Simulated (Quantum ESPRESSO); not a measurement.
CoO:

```xyz
2
Lattice="1.5055 0.8692 2.4399 -1.5055 0.8692 2.4399 0.0000 -1.7384 2.4399" Properties=species:S:1:pos:R:3 pbc="T T T"
Co    0.0000    0.0000    0.0000
O     0.0000    0.0000    3.6599
```

The cell is a database's computed one.

Base run:

| Property | Result |
| --- | --- |
| Program | Quantum ESPRESSO 7.5 |
| Functional | PBE |
| Potentials or basis | SSSP 1.3 efficiency PBE |
| Cutoff | 748 eV |
| Density cutoff | 5987 eV |
| k mesh | 11 × 11 × 11 |
| Occupations | fermi-dirac, width 0.05 eV |
| Spin | collinear spin, ferromagnetic start |
| Starting moments | [2.0, 0.0] μB |

Its results: band gap on the k mesh none (metal or under the smearing width); pressure 0.1 GPa; net moment 2.98 μB per cell; site moments Co +2.54; O +0.34 μB.

Problem. The run is repeated on the same cell with these changes: functional from PBE to LDA; potentials or basis from SSSP 1.3 efficiency PBE to GBRV 1.5 LDA; cutoff from 748 eV to 762 eV; density cutoff from 5987 eV to 6095 eV. What comes out?

Solution. Band gap on the k mesh none (metal or under the smearing width); pressure -17.0 GPa; net moment 2.94 μB per cell; site moments Co +2.48; O +0.36 μB.

Caveats: a cell with one magnetic atom can't hold antiferromagnetic order, which such compounds often take; semilocal functionals often make such compounds metallic where correlation or magnetic order opens a gap, which also shifts bond lengths; so large a pressure means that the cell lies far from this level's equilibrium, or that cutoff or potentials fall short (some runs).

Not every run made on this cell is shown here.
